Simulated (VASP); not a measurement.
## C under changes of volume

One of the cells (9.336 Å³/atom); the others are scaled copies at fixed shape and fractional positions:

```xyz
2
Lattice="2.1414 -1.2364 0.0000 2.1414 1.2364 0.0000 -1.3882 0.0000 3.5260" Properties=species:S:1:pos:R:3 pbc="T T T"
C    -0.6744    0.0000    3.5257
C     3.5690    0.0000    0.0003
```

This is a stacking variant of graphite.

* Program: VASP 6.6.1
* Functional: PBE
* Potentials or basis: VASP PAW PBE potentials, release 64 (C)
* Cutoff: 520 eV
* k mesh: 13 × 13 × 8
* Occupations: fermi-dirac, width 0.05 eV
* Spin: no spin polarisation

```tsv
volume (Å³/atom)	energy over the lowest point (meV/atom)	pressure (GPa)	gap on the mesh (eV)
8.604	48.04	23.3	0.95
8.787	25.30	16.4	0.94
8.970	?	?	?
9.336	0.00	-1.0	0.92
9.519	3.88	-5.9	0.92
9.702	13.04	-10.3	0.91
```

Problem. What does the run at 8.970 Å³/atom give?

Solution. Energy over the lowest point 10.15 meV/atom; pressure 10.0 GPa; gap on the mesh 0.94 eV.

Worked out: A Birch-Murnaghan fit of order 3 (a polynomial in V^(-2/3)) to the other rows has its minimum at 9.30 Å³/atom with B0 = V·E''(V) = 261 GPa and B' = 3.6 at fixed shape and positions, which overstates the stiffness. It gives 10.14 meV/atom at 8.970 Å³/atom, against the run's 10.15, and -dE/dV = 10.1 GPa, against 10.0. A straight line through the other rows of the gap, of slope -0.313 eV per unit of ln V, gives 0.94 eV, against the run's 0.94.

Energies are extrapolated to zero smearing.

Caveats: an odd mesh through Γ misses points on the zone boundary, where band edges often lie; this functional lacks dispersion, which binds the layers, so the pressure and a relaxed spacing across them are unreliable.
